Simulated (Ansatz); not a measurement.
# O on Al(110): change of the work function, part 3 of 5

How does O on the longbridge site change the work function of Al(110) as the layer fills?

Ansatz 0.2.0; plane-wave DFT, PBE, Ansatz PAW.

So far, work function, upper face (eV): step 2 (the clean slab) 3.99; step 3 (46 atoms, coverage 0.111 ML, cell 3x3) 3.98.

**4. The covered slab, k-mesh 4×5×1, coverage 0.25 ML**

System of this step: Al20O (O/Al(110)). The cell holds 21 atoms: 20 Al and 1 O. Cell: a = 8.100 Å, b = 5.728 Å, c = 24.135 Å, α = 90.0°, β = 90.0°, γ = 90.0°. Vacuum lies along c.

Another coverage, to see how the dipoles act on each other as their distance changes.

File input.yaml:

```yaml
crystal:
  lattice:
    - [8.1, 0.0, 0.0]
    - [0.0, 5.7275649276, 0.0]
    - [0.0, 0.0, 24.1345817776]
  atoms:
    - { symbol: Al, position: [0.0, 0.0, 0.3729088858] }
    - { symbol: Al, position: [0.25, 0.25, 0.4322383262] }
    - { symbol: Al, position: [0.0, 0.0, 0.4903550414] }
    - { symbol: Al, position: [0.25, 0.25, 0.5515131667] }
    - { symbol: Al, position: [0.0, 0.0, 0.6063739539] }
    - { symbol: Al, position: [0.0, 0.5, 0.3729088858] }
    - { symbol: Al, position: [0.25, 0.75, 0.4322383262] }
    - { symbol: Al, position: [0.0, 0.5, 0.4903550414] }
    - { symbol: Al, position: [0.25, 0.75, 0.5515131667] }
    - { symbol: Al, position: [0.0, 0.5, 0.6063739539] }
    - { symbol: Al, position: [0.5, 0.0, 0.3729088858] }
    - { symbol: Al, position: [0.75, 0.25, 0.4322383262] }
    - { symbol: Al, position: [0.5, 0.0, 0.4903550414] }
    - { symbol: Al, position: [0.75, 0.25, 0.5515131667] }
    - { symbol: Al, position: [0.5, 0.0, 0.6063739539] }
    - { symbol: Al, position: [0.5, 0.5, 0.3729088858] }
    - { symbol: Al, position: [0.75, 0.75, 0.4322383262] }
    - { symbol: Al, position: [0.5, 0.5, 0.4903550414] }
    - { symbol: Al, position: [0.75, 0.75, 0.5515131667] }
    - { symbol: Al, position: [0.5, 0.5, 0.6063739539] }
    - { symbol: O, position: [0.25, 0.0, 0.6270911142] }
kpoints:
  mp_grid: { grid: [4, 5, 1] }
hamiltonian:
  xc: pbe
scf:
  occupations: { method: fermi_dirac, width: 0.1 }
  convergence: { dr2_threshold: 1.0e-08 }
efield:
  axis: 3
  dipole_correction: true
  ramp_position: 0.97
  ramp_width: 0.06
relax:
  f_tol: 0.02
  max_steps: 60
  constraints: [{ sites: [0, 1, 5, 6, 10, 11, 15, 16] }]
output:
  bader: true
  dos: { projected: true, e_range: [-8, 4] }
  write_potential: true
  write_density: true
  volumetric_format: npy
  elf: true
```

Command:

```console
$ ansatz run input.yaml --threads 4 --pin off --max-ram 6144MiB --backend cpu --events-out ev --progress --plain --runs-dir out
```

Numbers of over 12 decimals in the logs are rounded to 6 here.

Log:

```text
[...]
Crystal: 21 atoms, lattice volume = 1119.682 Å³
Basis set: ecut = 420 eV, 21961 PW (Γ), exchange–correlation on 120×80×324 points (8 copies of the dense FFT grid, shifted against one another)
Bands: 54, of which v1, the nominal top of the filled ones, is band 33 counted from 1 (32 counted from 0)
Symmetry: 4 space group operations
[...]
k-points: 9 of 20
[...]
SCF iter   1: F=—  HF=-11312.157173 eV  |F-HF|=—  |Δ(HF+E_count)|=         —  Δρ=1.42e-3  dr2=3.07e-2  ethr=1.77e-3  p=-0.067 e·Å  D=-1.09e-2 V/Å  ΔV_dip=0.26 eV  dr2_dipole=3.24e-4  V_vac-E_F(+/−)=4.23/3.97 eV  ⟨swp⟩=9.8  Hψ=3075  notcnv=0  defer=3
[...]
SCF iter   8: F=-11312.157885 eV  HF=-11312.157885 eV  |F-HF|=9.88e-9  |Δ(HF+E_count)|=   4.57e-8  Δρ=2.23e-7  dr2=8.10e-10  ethr=1.52e-11  p=-0.048 e·Å  D=-7.83e-3 V/Å  ΔV_dip=0.19 eV  dr2_dipole=4.67e-12  V_vac-E_F(+/−)=4.18/3.99 eV  ⟨swp⟩=18.1  Hψ=3562  notcnv=0
SCF 1 converged in 8 iterations: F = -11312.157885 eV  dr2 = 8.10e-10
[...]
relax step   1: F+E_penalty+E_count = -11312.15788535 eV  Δ(F+E_penalty+E_count) = +0.000e0 eV  max|allowed force component| = 1.936e0 eV/Å  Δτ_max = 0.0000 Å  (8 SCF iters, accepted)
[...]
SCF iter   8: F=-11312.565553 eV  HF=-11312.565553 eV  |F-HF|=7.69e-9  |Δ(HF+E_count)|=   7.14e-8  Δρ=4.09e-7  dr2=2.01e-9  ethr=1.52e-11  p=-0.018 e·Å  D=-2.98e-3 V/Å  ΔV_dip=0.07 eV  dr2_dipole=3.34e-11  V_vac-E_F(+/−)=4.05/3.98 eV  ⟨swp⟩=18.3  Hψ=3599  notcnv=0
SCF 2 converged in 8 iterations: F = -11312.565553 eV  dr2 = 2.01e-9
[...]
relax step   2: F+E_penalty+E_count = -11312.56555285 eV  Δ(F+E_penalty+E_count) = -4.077e-1 eV  max|allowed force component| = 1.378e0 eV/Å  Δτ_max = 0.1531 Å  (8 SCF iters, accepted)
SCF iter   1: F=—  HF=-11312.875780 eV  |F-HF|=—  |Δ(HF+E_count)|=         —  Δρ=3.49e-3  dr2=2.29e-1  ethr=1.40e-3  p=-0.018 e·Å  D=-2.98e-3 V/Å  ΔV_dip=0.07 eV  dr2_dipole=3.46e-2  V_vac-E_F(+/−)=4.03/3.96 eV  ⟨swp⟩=3.9  Hψ=1389  notcnv=0  defer=11
[...]
SCF iter   8: F=-11312.807377 eV  HF=-11312.807377 eV  |F-HF|=1.44e-8  |Δ(HF+E_count)|=   1.10e-7  Δρ=4.41e-7  dr2=3.93e-9  ethr=1.52e-11  p=0.012 e·Å  D=1.87e-3 V/Å  ΔV_dip=-0.05 eV  dr2_dipole=4.13e-10  V_vac-E_F(+/−)=3.93/3.97 eV  ⟨swp⟩=16.7  Hψ=4106  notcnv=0
SCF 3 converged in 8 iterations: F = -11312.807377 eV  dr2 = 3.93e-9
relax step   3: F+E_penalty+E_count = -11312.80737730 eV  Δ(F+E_penalty+E_count) = -2.418e-1 eV  max|allowed force component| = 4.719e-1 eV/Å  Δτ_max = 0.1948 Å  (8 SCF iters, accepted)
[...]
relax step   4: F+E_penalty+E_count = -11312.87982017 eV  Δ(F+E_penalty+E_count) = -7.244e-2 eV  max|allowed force component| = 2.935e-1 eV/Å  Δτ_max = 0.2000 Å  (8 SCF iters, accepted)
[...]
relax step   5: F+E_penalty+E_count = -11312.90550510 eV  Δ(F+E_penalty+E_count) = -2.568e-2 eV  max|allowed force component| = 1.732e-1 eV/Å  Δτ_max = 0.1071 Å  (8 SCF iters, accepted)
[...]
relax step   6: F+E_penalty+E_count = -11312.91702385 eV  Δ(F+E_penalty+E_count) = -1.152e-2 eV  max|allowed force component| = 6.639e-2 eV/Å  Δτ_max = 0.0388 Å  (7 SCF iters, accepted)
SCF iter   1: F=—  HF=-11312.917770 eV  |F-HF|=—  |Δ(HF+E_count)|=         —  Δρ=2.52e-4  dr2=1.17e-3  ethr=8.58e-6  p=0.015 e·Å  D=2.42e-3 V/Å  ΔV_dip=-0.06 eV  dr2_dipole=1.23e-5  V_vac-E_F(+/−)=3.93/3.99 eV  ⟨swp⟩=2.0  Hψ=1115  notcnv=0  defer=10
[...]
SCF iter   6: F=-11312.917898 eV  HF=-11312.917898 eV  |F-HF|=1.79e-8  |Δ(HF+E_count)|=   1.12e-7  Δρ=3.97e-7  dr2=4.84e-9  ethr=1.52e-11  p=0.015 e·Å  D=2.41e-3 V/Å  ΔV_dip=-0.06 eV  dr2_dipole=2.37e-11  V_vac-E_F(+/−)=3.93/3.99 eV  ⟨swp⟩=13.4  Hψ=3321  notcnv=0
SCF 7 converged in 6 iterations: F = -11312.917898 eV  dr2 = 4.84e-9
relax step   7: F+E_penalty+E_count = -11312.91789846 eV  Δ(F+E_penalty+E_count) = -8.746e-4 eV  max|allowed force component| = 3.259e-3 eV/Å  Δτ_max = 0.0111 Å  (6 SCF iters, accepted)
[...]
WARN: The input density's exchange-correlation potential varies sharply where the density is thin. Do not read a vacuum level from v_tot or v_xc, or from such a field of the output density. On a cell that repeats whose density bears no net charge and no dipole along the vacuum's axis use v_es (v_loc + v_h of the components); under efield.dipole_correction with no amplitude use v_es + v_field, which holds any external [...]
SCF converged after 6 iterations
Free energy (F): -11312.917898 eV
[...]
Internal energy: -11312.661643 eV  (E = F + TS)
E sigma→0 (E₀):  -11312.789771 eV
Entropy (-TS):   -0.256256 eV (-12.203 meV/atom)
Fermi energy:    -0.290129 eV
Dipole field:    D = 0.002412 V/Å  (p = 0.014922 e·Å, saw-weighted, corrected)
Work function:   Φ+ = 3.9339 eV   Φ− = 3.9921 eV
[...]
--- Forces (eV/Å), atoms counted from 1 ---
  atom   1  Al     0.02500712     0.00000000     0.18001279
  atom   2  Al    -0.00000000    -0.01703533    -0.15367450
  atom   3  Al     0.00078846     0.00000000    -0.00113645
  atom   4  Al     0.00000000     0.00264384    -0.00205597
  atom   5  Al    -0.00282691     0.00000000    -0.00077323
  atom   6  Al     0.03441724     0.00000000     0.18242847
  atom   7  Al    -0.00000000     0.01703533    -0.15367450
  atom   8  Al    -0.00069544     0.00000000    -0.00325873
  atom   9  Al    -0.00000000    -0.00264384    -0.00205597
  atom  10  Al     0.00049287     0.00000000     0.00125253
  atom  11  Al    -0.02500712     0.00000000     0.18001279
  atom  12  Al    -0.00000000    -0.05528009    -0.20381360
  atom  13  Al    -0.00078846     0.00000000    -0.00113645
  atom  14  Al    -0.00000000     0.00098171     0.00110665
  atom  15  Al     0.00282691     0.00000000    -0.00077323
  atom  16  Al    -0.03441724     0.00000000     0.18242847
  atom  17  Al    -0.00000000     0.05528009    -0.20381360
  atom  18  Al     0.00069544     0.00000000    -0.00325873
  atom  19  Al     0.00000000    -0.00098171     0.00110665
  atom  20  Al    -0.00049287     0.00000000     0.00125253
  atom  21  O     -0.00000000     0.00000000    -0.00017742
  max |Σ_I F_I| component: 1.49e-6 eV/Å
--- Band table (eV; the first three rows and the last of 9) ---
  k-point 0: bands = [... 29 lower, -1.1473, -1.0802, -0.9035, -0.7321, -0.6492, -0.0943, 0.1790, 0.4315, ... 17 higher]
  k-point 1: bands = [... 29 lower, -1.0612, -0.9038, -0.7353, -0.6195, -0.3526, -0.2753, 0.0515, 0.2694, ... 17 higher]
  k-point 2: bands = [... 29 lower, -0.6502, -0.4465, -0.3869, -0.3185, -0.1802, 0.1125, 0.3214, 0.4906, ... 17 higher]
  k-point 8: bands = [... 29 lower, -1.1906, -0.9408, -0.7085, -0.1360, 0.0774, 0.1843, 0.5717, 0.6191, ... 17 higher]
--- Relaxed structure (7 steps of the walk, 7 accepted, 0 SCFs on fresh bases) ---
  F+E_penalty+E_count = -11312.91789846 eV   max|allowed force component| = 3.259e-3 eV/Å
  atoms:
    - { symbol: Al, position: [0.0, 0.0, 0.3729088858] }
    - { symbol: Al, position: [0.25, 0.25, 0.432238] }
    - { symbol: Al, position: [-0.000828523, 0.0, 0.489695] }
    - { symbol: Al, position: [0.25, 0.263811, 0.549480] }
    - { symbol: Al, position: [0.0029419, 0.0, 0.609054] }
    - { symbol: Al, position: [0.0, 0.5, 0.3729088858] }
    - { symbol: Al, position: [0.25, 0.75, 0.432238] }
    - { symbol: Al, position: [-0.00148109, 0.5, 0.490153] }
    - { symbol: Al, position: [0.25, 0.736189, 0.549480] }
    - { symbol: Al, position: [-0.00954835, 0.5, 0.605482] }
    - { symbol: Al, position: [0.5, 0.0, 0.3729088858] }
    - { symbol: Al, position: [0.75, 0.25, 0.432238] }
    - { symbol: Al, position: [0.500829, 0.0, 0.489695] }
    - { symbol: Al, position: [0.75, 0.247094, 0.550125] }
    - { symbol: Al, position: [0.497058, 0.0, 0.609054] }
    - { symbol: Al, position: [0.5, 0.5, 0.3729088858] }
    - { symbol: Al, position: [0.75, 0.75, 0.432238] }
    - { symbol: Al, position: [0.501481, 0.5, 0.490153] }
    - { symbol: Al, position: [0.75, 0.752906, 0.550125] }
    - { symbol: Al, position: [0.509548, 0.5, 0.605482] }
    - { symbol: O, position: [0.25, 0.0, 0.599791] }
--- Bader charges: 21 sites ---
  site symbol  charge [e]  shift [e]
     0     Al      0.0693     0.0001
     1     Al      0.0033     0.0000
     2     Al     -0.1701     0.0001
     3     Al      0.5017     0.0004
     4     Al      0.5448     0.0004
     5     Al      0.0633     0.0001
     6     Al      0.0033     0.0000
     7     Al     -0.0374     0.0003
     8     Al      0.5016     0.0004
     9     Al     -0.0983     0.0002
    10     Al      0.0693     0.0001
    11     Al     -0.0257     0.0000
    12     Al     -0.1700     0.0001
    13     Al      0.1059     0.0000
    14     Al      0.5448     0.0004
    15     Al      0.0632     0.0001
    16     Al     -0.0257     0.0000
    17     Al     -0.0375     0.0003
    18     Al      0.1059     0.0000
    19     Al     -0.0983     0.0002
    20      O     -1.9132     0.0016
  estimated error of the sums over rays = 4.3e-4 e
```

Elapsed: 5.3 min, on 4 threads of Arm Neoverse N1, shared host; peak memory 1.8 GiB.

Step by step:

| step | energy less that of the first step (eV) | largest force component (eV/Å) |
| --- | --- | --- |
| 1 | 0.0000 | 1.9362 |
| 2 | -0.4077 | 1.3783 |
| 3 | -0.6495 | 0.4719 |
| 4 | -0.7219 | 0.2935 |
| 5 | -0.7476 | 0.1732 |
| 6 | -0.7591 | 0.0664 |
| 7 | -0.7600 | 0.0033 |

Forces are held to the 4 operations that the run works with; a distortion that breaks them can't arise in this run.

The atoms that moved most (Å):

| atom | dx | dy | dz | length |
| --- | --- | --- | --- | --- |
| O21 | 0.000 | 0.000 | -0.659 | 0.659 |
| Al9 | 0.000 | -0.079 | -0.049 | 0.093 |
| Al4 | 0.000 | 0.079 | -0.049 | 0.093 |
| Al20 | 0.077 | 0.000 | -0.022 | 0.080 |
| Al10 | -0.077 | 0.000 | -0.022 | 0.080 |
| Al5 | 0.024 | 0.000 | 0.065 | 0.069 |
| Al15 | -0.024 | 0.000 | 0.065 | 0.069 |
| Al14 | 0.000 | -0.017 | -0.034 | 0.037 |

Final coordinates:

```xyz
21
Lattice="8.1000 0.0000 0.0000 0.0000 5.7276 0.0000 0.0000 0.0000 24.1346" Properties=species:S:1:pos:R:3
Al    0.0000    0.0000    9.0000
Al    2.0250    1.4319   10.4319
Al   -0.0067    0.0000   11.8186
Al    2.0250    1.5110   13.2615
Al    0.0238    0.0000   14.6993
Al    0.0000    2.8638    9.0000
Al    2.0250    4.2957   10.4319
Al   -0.0120    2.8638   11.8296
Al    2.0250    4.2166   13.2615
Al   -0.0773    2.8638   14.6130
Al    4.0500    0.0000    9.0000
Al    6.0750    1.4319   10.4319
Al    4.0567    0.0000   11.8186
Al    6.0750    1.4152   13.2770
Al    4.0262    0.0000   14.6993
Al    4.0500    2.8638    9.0000
Al    6.0750    4.2957   10.4319
Al    4.0620    2.8638   11.8296
Al    6.0750    4.3123   13.2770
Al    4.1273    2.8638   14.6130
O     2.0250    0.0000   14.4757
```

Numbers from this step:

| Item | Value |
| --- | --- |
| energy at zero smearing | -11312.7898 eV |
| work function, upper face | 3.934 eV |
| work function, lower face | 3.992 eV |
| dipole along the normal | 0.01492 e·Å |
| step between the vacuum levels | -0.05820 eV |

The density of states has structure finer than the step of the table below, so its rows give means over 0.25 eV, whole bins alone (the curve runs from -8 to 1.98 eV). Peaks (eV: height): -3.010: 18.1, -2.860: 20.9, -0.870: 21.7, -0.450: 15.2, 0.870: 23.8, 1.170: 17.3, 1.620: 24.3.

Table of density of states by energy, zero at the Fermi level; means over each step:

| energy (eV) | density of states (states/eV a cell) |
| --- | --- |
| -7.75 | 5.85 |
| -7.50 | 6.60 |
| -7.25 | 4.32 |
| -7.00 | 5.07 |
| -6.75 | 5.12 |
| -6.50 | 6.09 |
| -6.25 | 5.83 |
| -6.00 | 5.70 |
| -5.75 | 8.18 |
| -5.50 | 5.32 |
| -5.25 | 6.37 |
| -5.00 | 7.89 |
| -4.75 | 5.81 |
| -4.50 | 5.10 |
| -4.25 | 6.50 |
| -4.00 | 6.44 |
| -3.75 | 6.81 |
| -3.50 | 5.40 |
| -3.25 | 5.84 |
| -3.00 | 9.25 |
| -2.75 | 7.82 |
| -2.50 | 7.99 |
| -2.25 | 7.38 |
| -2.00 | 9.62 |
| -1.75 | 11.4 |
| -1.50 | 6.78 |
| -1.25 | 6.08 |
| -1.00 | 8.27 |
| -0.75 | 9.27 |
| -0.50 | 8.98 |
| -0.25 | 8.16 |
| 0.00 | 6.35 |
| 0.25 | 10.5 |
| 0.50 | 10.2 |
| 0.75 | 13.5 |
| 1.00 | 12.0 |
| 1.25 | 9.23 |
| 1.50 | 10.8 |
| 1.75 | 10.2 |

Projected DOS per atom over height of the atomic layer and energy from the Fermi level. Layers: Al4 Al4 Al4 Al4 Al4O from below.

Ten even steps from '0' (0.150 states/eV) to '9' (0.764 states/eV), each cell a mean:
```
73345
64454
95647
74345
42113
53224
53414
31222
84546
53323
64334
22112
23321
23222
11101
33322
23222
13124
01123
01013
01113
01213
```
Columns: height of the atomic layer (Å) from 9 to 14.6; rows upwards: energy from the Fermi level (eV) from -7.96 to 1.95.

ELF in the ca plane at fractional y = 0.000, with atoms of Al and O within 0.2 Å of it. It is the smooth field of the valence electrons, not physical close to the nuclei.

Ten even steps from '0' (0.00) to '9' (0.87), each cell a mean:
```
01368995221567621037776211599863100000000000
00247897435767752257667544899753100000000000
00124677777766665566666777887531000000000000
00001345566666554455666655543210000000000000
00000012345666543345677543211000000000000000
00000011245666532235777542110000000000000000
00000123456666543345676654322100000000000000
00013566777766665556666677765421000000000000
00136888667767764467667766898742100000000000
01258996213667730147776312699863100000000000
01368994440567612127875132499863100000000000
01368995221577621137864011278752100000000000
00257997435777752367643222345431000000000000
00135678777766665666322576421110000000000000
00012345566666554553226899620000000000000000
00000012345666543332248779841000000000000000
00000011234666433332258659851000000000000000
00001223455666544443237889731000000000000000
00013566777766655565324787521000000000000000
00146888667777764577532344333211000000000000
01358996213677730148753100267642100000000000
01368994440567612127875133399863100000000000
```
Columns run along c (16.0 Å, from fractional 0.24 to 0.91 of the cell), rows up along a (8.1 Å). Atoms in or near the plane, at fractional coordinates: Al at (0.37, 0.00), Al at (0.49, 0.00), Al at (0.61, 0.00), Al at (0.37, 0.50), Al at (0.49, 0.50), Al at (0.61, 0.50), O at (0.60, 0.25).

Electrostatic potential energy in the ca plane at fractional y = 0.000, with atoms of Al and O within 0.2 Å of it. With pseudopotentials it is smooth inside the atoms' cores, unlike the true potential.

Ten even steps from '0' (-19 eV) to '9' (4 eV), each cell a mean:
```
99999740341377304304772133047999999999999999
99999862001578510026885200268999999999999999
99999986546788764567887655689999999999999999
99999998888888888888888888899999999999999999
99999999998887889988778899999999999999999999
99999999999877889988778899999999999999999999
99999999988888888888888889999999999999999999
99999987777888876778888777889999999999999999
99999874213688631247886422478999999999999999
99999851120477402115774011158999999999999999
99999730451266215513772154037999999999999999
99999840341377304304772143047999999999999999
99999862001578520026874100268999999999999999
99999986546788765567887544688999999999999999
99999998888888888888887325899999999999999999
99999999998887889988773000799999999999999999
99999999999877889988772000799999999999999999
99999999888888888888875002899999999999999999
99999987767888877778887546789999999999999999
99999874223688742247886311478999999999999999
99999851120477401115773021047999999999999999
99999730451266215513761154037999999999999999
```
Columns run along c (16.0 Å, from fractional 0.24 to 0.91 of the cell; values clipped at the 3rd and 97th percentile), rows up along a (8.1 Å). Atoms in or near the plane, at fractional coordinates: Al at (0.37, 0.00), Al at (0.49, 0.00), Al at (0.61, 0.00), Al at (0.37, 0.50), Al at (0.49, 0.50), Al at (0.61, 0.50), O at (0.60, 0.25).

Valence density in the ca plane at fractional y = 0.000, with atoms of Al and O within 0.2 Å of it. It is the smooth field of the valence electrons, not physical close to the nuclei.

Ten steps, logarithmic in the rise over the least value, from '0' (0.0 e/Å³) to '9' (6.6 e/Å³), each cell a mean:
```
00000122112333321123333211221000000000000000
00000122222333322223223222221000000000000000
00000112223322332222222222211000000000000000
00000011222222222222222222110000000000000000
00000001122222222222332221100000000000000000
00000001112222222222332211100000000000000000
00000001122222222222232221100000000000000000
00000011222222222222222222110000000000000000
00000112223322332233223322221000000000000000
00000122222333322223333222221000000000000000
00000122112233321123332211221000000000000000
00000122112333321123322211221000000000000000
00000122222333322233222222211000000000000000
00000112223322222222223443210000000000000000
00000011222222222222234675310000000000000000
00000001112222222222236998520000000000000000
00000001112222222222247998520000000000000000
00000001122222222222235887410000000000000000
00000011222222222222224554310000000000000000
00000112223322332232222333211000000000000000
00000122222333322223222222221000000000000000
00000122112233321123332211221000000000000000
```
Columns run along c (16.0 Å, from fractional 0.24 to 0.91 of the cell), rows up along a (8.1 Å). Atoms in or near the plane, at fractional coordinates: Al at (0.37, 0.00), Al at (0.49, 0.00), Al at (0.61, 0.00), Al at (0.37, 0.50), Al at (0.49, 0.50), Al at (0.61, 0.50), O at (0.60, 0.25).

The relaxation took 7 steps and lowered the energy by 0.76 eV; the largest force on the free atoms ends at 0.0033 eV/Å.

By hand: a sheet of dipoles makes a step −p/(ε₀A) in the electron's potential. With e/ε₀ = 180.95 V·Å, p = 0.01492 e·Å and A = 46.39 Å², that is −180.95 × (0.01492) / 46.39 = -0.058 eV, and the two vacuum levels of the run differ by -0.058 eV.

The covered face has 3.93 eV, -0.06 eV against the clean one; the bare back face has moved by -0.00 eV, a measure of how thin the slab is. The added atoms end 0.2 Å under the highest substrate atom on average, so this is no overlayer any more.

[end of part 3 of 5]

[Logs are printed without paths, hosts, clocks, repeated set-up lines and the standing remarks that a program may print on its own settings, such as how far it seeks lower states.]

[Hosts, paths, dates, database ids (printed as entryN), source tags and the programs' standing remarks are cut or masked in the printed files.]

[Maps of the electrostatic potential energy from Ansatz leave out the sawtooth potential of an applied field or a dipole correction, so their vacuum need not be flat; planar profiles and work functions include it.]

[The density of states shown here was stored with 400 of the rows of the run's finer table, so its peaks can read low, often by over a quarter, or be missed, and its means over a window can be off by a tenth or more.]
